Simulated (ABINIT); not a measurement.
# MgS (Niningerite) (Fm-3m) in ABINIT: convergence with k mesh

Aim: find how far k mesh must go before the results for MgS (Niningerite) settle, at PBE. This setting moves, with any that are tied to it; all else stays.

Everything below comes from runs of ABINIT 10.8.3 (patched build). Logs are shortened: lines on timing, memory, paths and dates and some standing lists are left out, and cuts for length are marked. The log counts tension as positive stress, the text compression.

### 1 The structure

The structure is cubic, space group Fm-3m (No. 225). Conventional cell: a = 5.203 Å, b = 5.203 Å, c = 5.203 Å, α = 90.00°, β = 90.00°, γ = 90.00°. Around S (site symmetry m-3m) lie 6 Mg at 2.60 Å. Around Mg (site symmetry m-3m) lie 6 S at 2.60 Å.

### 2 With k mesh 2 × 2 × 2

run.abi reads:

```
# Pseudopotentials
pp_dirpath "./"
pseudos "S.GGA_PBE-JTH.xml, Mg.GGA_PBE-JTH.xml"

# Structure
acell 3*1.0 Angstrom
rprim
     0.0000000000     2.6016500000     2.6016500000
     2.6016500000     0.0000000000     2.6016500000
     2.6016500000     2.6016500000     0.0000000000
ntypat 2
znucl 16 12
natom 2
typat 1 2
xred
     0.5000000000     0.5000000000     0.5000000000
     0.0000000000     0.0000000000     0.0000000000

# Plane-wave basis
ecut 20.0
pawecutdg 40.0
pawxcdev 0

# k points
kptopt 1
ngkpt 2 2 2
nshiftk 1
shiftk 0.0 0.0 0.0

# Exchange and correlation
ixc 11

# Bands and occupations
nband 12
occopt 4
tsmear 0.00367493

# SCF cycle
nstep 100
tolvrs 1.0e-9

# Output
iomode 3
prtwf 0
prtden 0
prteig 0
prtebands 0
enunit 1
```

Potentials or basis: JTH PAW PBE v2.0.

Started as:

```sh
abinit run.abi > log 2>&1
```

run.abo:

```text
.Version 10.8.3 of ABINIT
 Symmetries : space group Fm -3 m (#225); Bravais cF (face-center cubic)
================================================================================
 Values of the parameters that define the memory need of the present run
     intxc =       0    ionmov =       0      iscf =      17    lmnmax =       8
     lnmax =       4     mgfft =      30  mpssoang =       2    mqgrid =    3001
     natom =       2  nloc_mem =       2    nspden =       1   nspinor =       1
    nsppol =       1      nsym =      48    n1xccc =       1    ntypat =       2
    occopt =       4   xclevel =       2
       mpw =         504          nfft =       27000          nkpt =           3
 PAW method is used; the additional fine FFT grid is defined by:
   mgfftf=        40    nfftf =     64000
================================================================================
================================================================================

--------------------------------------------------------------------------------
------------- Echo of variables that govern the present computation ------------
--------------------------------------------------------------------------------
 -outvars: echo values of preprocessed input variables --------
            acell      1.8897261259E+00  1.8897261259E+00  1.8897261259E+00 Bohr
              amu      3.20660000E+01  2.43050000E+01
             ecut      2.00000000E+01 Hartree
           enunit           1
              ixc          11
         kptrlatt        2    0    0      0    2    0      0    0    2
          kptrlen      1.39056960E+01
            natom           2
            nband          12
            ngfft          30      30      30
          ngfftdg          40      40      40
             nkpt           3
            nstep         100
             nsym          48
           ntypat           2
           occopt           4
        pawecutdg      4.00000000E+01 Hartree
         pawxcdev           0
           prtden           0
        prtebands           0
           prteig           0
            prtwf           0
            rprim      0.0000000000E+00  2.6016500000E+00  2.6016500000E+00
                       2.6016500000E+00  0.0000000000E+00  2.6016500000E+00
                       2.6016500000E+00  2.6016500000E+00  0.0000000000E+00
          spgroup         225
           tolvrs      1.00000000E-09
           tsmear      3.67493000E-03 Hartree
            typat      1  2
           useylm           1
           xangst      2.6016500000E+00  2.6016500000E+00  2.6016500000E+00
                       0.0000000000E+00  0.0000000000E+00  0.0000000000E+00
            xcart      4.9164059755E+00  4.9164059755E+00  4.9164059755E+00
                       0.0000000000E+00  0.0000000000E+00  0.0000000000E+00
             xred      5.0000000000E-01  5.0000000000E-01  5.0000000000E-01
                       0.0000000000E+00  0.0000000000E+00  0.0000000000E+00
            znucl       16.00000   12.00000

================================================================================

 chkinp: Checking input parameters for consistency.

[... 116 lines left out ...]

 Mean square residual over all n,k,spin=   15.985E-09; max=  57.473E-08
 reduced coordinates (array xred) for    2 atoms
       0.500000000000      0.500000000000      0.500000000000
       0.000000000000      0.000000000000      0.000000000000
 rms dE/dt=  0.0000E+00; max dE/dt=  0.0000E+00; dE/dt below (all hartree)
    1       0.000000000000      0.000000000000      0.000000000000
    2       0.000000000000      0.000000000000      0.000000000000

 cartesian coordinates (angstrom) at end:
    1      2.60165000000000     2.60165000000000     2.60165000000000
    2      0.00000000000000     0.00000000000000     0.00000000000000

 cartesian forces (hartree/bohr) at end:
    1     -0.00000000000000    -0.00000000000000    -0.00000000000000
    2     -0.00000000000000    -0.00000000000000    -0.00000000000000
 frms,max,avg= 0.0000000E+00 0.0000000E+00   0.000E+00  0.000E+00  0.000E+00 h/b

 cartesian forces (eV/Angstrom) at end:
    1     -0.00000000000000    -0.00000000000000    -0.00000000000000
    2     -0.00000000000000    -0.00000000000000    -0.00000000000000
 frms,max,avg= 0.0000000E+00 0.0000000E+00   0.000E+00  0.000E+00  0.000E+00 e/A
 length scales=  1.889726125908  1.889726125908  1.889726125908 bohr
              =  1.000000000000  1.000000000000  1.000000000000 angstroms
 Fermi (or HOMO) energy (eV) =   5.68171   Average Vxc (eV)=  -9.54663
 Eigenvalues (   eV  ) for nkpt=   3  k points:
 kpt#   1, nband= 12, wtk=  0.12500, kpt=  0.0000  0.0000  0.0000 (reduced coord)
 -69.82504  -36.57511  -36.57511  -36.57511   -7.07730    5.60219    5.60219    5.60219
   9.17084   13.29193   13.29193   13.29193
 prteigrs : prtvol=0 or 1, do not print more k-points.

--- !EnergyTerms
iteration_state     : {dtset: 1, }
comment             : Components of total free energy in Hartree
kinetic             :  8.18382740048775E+00
hartree             :  1.57322104075050E+01
xc                  : -4.97485328782422E+00
Ewald energy        : -3.83567382364803E+01
psp_core            :  9.98682093041422E-01
local_psp           : -4.83679458572950E+01
PAW spherical_terms : -7.16822571351812E+00
internal            : -7.39530431940834E+01
'-kT*entropy'       :  1.71744555057363E-04
total_energy        : -7.39528714495283E+01
total_energy_eV     : -2.01236014901250E+03
...

--- !EnergyTermsDC
iteration_state     : {dtset: 1, }
comment             : '"Double-counting" decomposition of free energy'
band_energy         : -1.28272755648283E+01
Ewald energy        : -3.83567382364803E+01
psp_core            :  9.98682093041422E-01
xc_dc               : -1.52519138948205E+01
PAW spherical_terms : -8.51578891300459E+00
internal            : -7.39530345160923E+01
'-kT*entropy'       :  1.71744555057363E-04
total_energy_dc     : -7.39528627715372E+01
total_energy_dc_eV  : -2.01235991287233E+03
...

--- !EnergyTermsWithPAWCore
iteration_state     : {dtset: 1, }
comment             : 'Components of total free energy, including PAW core contributions'
Total energy        : -5.99585023413678E+02
Total energy DC     : -5.99585014735687E+02
Total energy (eV)   : -1.63155396594151E+04
Total energy DC (eV): -1.63155394232750E+04
...

 Cartesian components of stress tensor (hartree/bohr^3)
  sigma(1 1)= -2.70276274E-04  sigma(3 2)=  0.00000000E+00
  sigma(2 2)= -2.70276274E-04  sigma(3 1)=  0.00000000E+00
  sigma(3 3)= -2.70276274E-04  sigma(2 1)=  0.00000000E+00

-Cartesian components of stress tensor (GPa)         [Pressure=  7.9518E+00 GPa]
- sigma(1 1)= -7.95180251E+00  sigma(3 2)=  0.00000000E+00
- sigma(2 2)= -7.95180251E+00  sigma(3 1)=  0.00000000E+00
- sigma(3 3)= -7.95180251E+00  sigma(2 1)=  0.00000000E+00

== END DATASET(S) ==============================================================
================================================================================

 -outvars: echo values of variables after computation  --------
            acell      1.8897261259E+00  1.8897261259E+00  1.8897261259E+00 Bohr
           etotal     -7.3952862772E+01
            fcart     -0.0000000000E+00 -0.0000000000E+00 -0.0000000000E+00
                      -0.0000000000E+00 -0.0000000000E+00 -0.0000000000E+00
            rprim      0.0000000000E+00  2.6016500000E+00  2.6016500000E+00
                       2.6016500000E+00  0.0000000000E+00  2.6016500000E+00
                       2.6016500000E+00  2.6016500000E+00  0.0000000000E+00
           strten     -2.7027627373E-04 -2.7027627373E-04 -2.7027627373E-04
                       0.0000000000E+00  0.0000000000E+00  0.0000000000E+00
           xangst      2.6016500000E+00  2.6016500000E+00  2.6016500000E+00
                       0.0000000000E+00  0.0000000000E+00  0.0000000000E+00
             xred      5.0000000000E-01  5.0000000000E-01  5.0000000000E-01
                       0.0000000000E+00  0.0000000000E+00  0.0000000000E+00
 Calculation completed.
```

Wall time 3 s (1 thread of Arm Neoverse V2, shared host); peak memory 0.08 GiB.

What came out:

```
Free energy                                           : -2012.3599 eV
Pressure                                              : 8.0 GPa
Band gap on the k mesh                                : 2.45 eV, indirect (least direct gap 3.57 eV)
Valence electrons inside the program's atomic spheres : S 3.72; Mg 8.17
```

### 3 With k mesh 3 × 3 × 3

Edit run.abi of step 2 so:

```diff
@@ -25,3 +25,3 @@
 kptopt 1
-ngkpt 2 2 2
+ngkpt 3 3 3
 nshiftk 1
```

Potentials or basis: JTH PAW PBE v2.0.

Started as:

```sh
abinit run.abi > log 2>&1
```

Run time: 3.8 s. Hardware: 1 thread of Arm Neoverse V2, shared host; peak memory 0.08 GiB.

Results (log left out):

- Free energy: -2013.5274 eV
- Pressure: 2.6 GPa
- Band gap on the k mesh: 3.67 eV, direct
- Valence electrons inside the program's atomic spheres: S 3.67; Mg 8.19

### 4 With k mesh 4 × 4 × 4

Edit run.abi of step 3 so:

```diff
@@ -25,3 +25,3 @@
 kptopt 1
-ngkpt 3 3 3
+ngkpt 4 4 4
 nshiftk 1
```

Started as:

```sh
abinit run.abi > log 2>&1
```

Run time: 4.7 s. Hardware: 1 thread of Arm Neoverse V2, shared host; peak memory 0.08 GiB.

The run converged. Its results:

```yaml
Free_energy: -2013.7105 eV
Pressure: 1.4 GPa
Band_gap_on_the_k_mesh: 2.76 eV, indirect (least direct gap 3.69 eV)
Valence_electrons_inside_the_program's_atomic_spheres: S 3.65; Mg 8.19
```

### 5 With k mesh 5 × 5 × 5

Edit run.abi of step 4 so:

```diff
@@ -25,3 +25,3 @@
 kptopt 1
-ngkpt 4 4 4
+ngkpt 5 5 5
 nshiftk 1
```

Started as:

```sh
abinit run.abi > log 2>&1
```

Wall time 5.6 s (1 thread of Arm Neoverse V2, shared host); peak memory 0.09 GiB.

Results (log left out):

```
Free energy                                           : -2013.7473 eV
Pressure                                              : 1.2 GPa
Band gap on the k mesh                                : 3.19 eV, indirect (least direct gap 3.70 eV)
Valence electrons inside the program's atomic spheres : S 3.65; Mg 8.19
```

### 6 With k mesh 7 × 7 × 7

Edit run.abi of step 5 so:

```diff
@@ -25,3 +25,3 @@
 kptopt 1
-ngkpt 5 5 5
+ngkpt 7 7 7
 nshiftk 1
```

Potentials or basis: JTH PAW PBE v2.0.

Started as:

```sh
abinit run.abi > log 2>&1
```

It took 8.6 s on 1 thread of Arm Neoverse V2, shared host; peak memory 0.09 GiB.

The run converged. Its results:

```
Free energy                                           : -2013.7577 eV
Pressure                                              : 1.1 GPa
Band gap on the k mesh                                : 3.00 eV, indirect (least direct gap 3.71 eV)
Valence electrons inside the program's atomic spheres : S 3.65; Mg 8.19
```

### 7 With k mesh 8 × 8 × 8

Edit run.abi of step 6 so:

```diff
@@ -25,3 +25,3 @@
 kptopt 1
-ngkpt 7 7 7
+ngkpt 8 8 8
 nshiftk 1
```

Started as:

```sh
abinit run.abi > log 2>&1
```

Run time: 12 s. Hardware: 1 thread of Arm Neoverse V2, shared host; peak memory 0.09 GiB.

Results (log left out):

```yaml
Free_energy: -2013.7583 eV
Pressure: 1.1 GPa
Band_gap_on_the_k_mesh: 2.78 eV, indirect (least direct gap 3.71 eV)
Valence_electrons_inside_the_program's_atomic_spheres: S 3.65; Mg 8.19
```

### 8 With k mesh 9 × 9 × 9

Edit run.abi of step 7 so:

```diff
@@ -25,3 +25,3 @@
 kptopt 1
-ngkpt 8 8 8
+ngkpt 9 9 9
 nshiftk 1
```

Started as:

```sh
abinit run.abi > log 2>&1
```

It took 13 s on 1 thread of Arm Neoverse V2, shared host; peak memory 0.09 GiB.

It converged, with:

* Free energy: -2013.7584 eV
* Pressure: 1.1 GPa
* Band gap on the k mesh: 2.91 eV, indirect (least direct gap 3.71 eV)
* Valence electrons inside the program's atomic spheres: S 3.65; Mg 8.19

### 9 With k mesh 11 × 11 × 11

Edit run.abi of step 8 so:

```diff
@@ -25,3 +25,3 @@
 kptopt 1
-ngkpt 9 9 9
+ngkpt 11 11 11
 nshiftk 1
```

Potentials or basis: JTH PAW PBE v2.0.

Started as:

```sh
abinit run.abi > log 2>&1
```

Wall time 21 s (1 thread of Arm Neoverse V2, shared host); peak memory 0.1 GiB.

The run converged. Its results:

| Quantity | Value |
| --- | --- |
| Free energy | -2013.7585 eV |
| Pressure | 1.1 GPa |
| Band gap on the k mesh | 2.87 eV, indirect (least direct gap 3.71 eV) |
| Valence electrons inside the program's atomic spheres | S 3.65; Mg 8.19 |

### 10 With k mesh 14 × 14 × 14

Edit run.abi of step 9 so:

```diff
@@ -25,3 +25,3 @@
 kptopt 1
-ngkpt 11 11 11
+ngkpt 14 14 14
 nshiftk 1
```

Started as:

```sh
abinit run.abi > log 2>&1
```

Run time: 36 s. Hardware: 1 thread of Arm Neoverse V2, shared host; peak memory 0.12 GiB.

Results (log left out):

```yaml
Free_energy: -2013.7585 eV
Pressure: 1.1 GPa
Band_gap_on_the_k_mesh: 2.78 eV, indirect (least direct gap 3.71 eV)
Valence_electrons_inside_the_program's_atomic_spheres: S 3.65; Mg 8.19
```

### 11 The series at a glance

```csv
k mesh,energy less the tightest run (meV/atom),pressure (GPa),gap on the mesh (eV),SCF cycles,CPU time (s),peak memory (GiB)
2 × 2 × 2,699.30,7.95,2.450,10,3,0.08
3 × 3 × 3,115.55,2.64,3.667,11,3.7,0.08
4 × 4 × 4,24.00,1.44,2.758,11,4.7,0.08
5 × 5 × 5,5.59,1.17,3.189,11,5.5,0.09
7 × 7 × 7,0.39,1.08,2.995,11,8.6,0.09
8 × 8 × 8,0.12,1.08,2.782,12,12,0.09
9 × 9 × 9,0.03,1.07,2.912,11,13,0.09
11 × 11 × 11,-0.01,1.07,2.870,12,21,0.1
14 × 14 × 14,0.00,1.07,2.783,12,36,0.12
```

Against the tightest run, the energy stays within 1 meV/atom from 7 × 7 × 7 on; the pressure stays within 0.1 GPa from 5 × 5 × 5 on. Not settled before the last step: the gap on the mesh (to 0.01 eV). Meshes of other sizes hit other points, so gaps and Fermi surfaces needn't settle smoothly. The tightest run that finished is the yardstick and may itself not be fully converged.
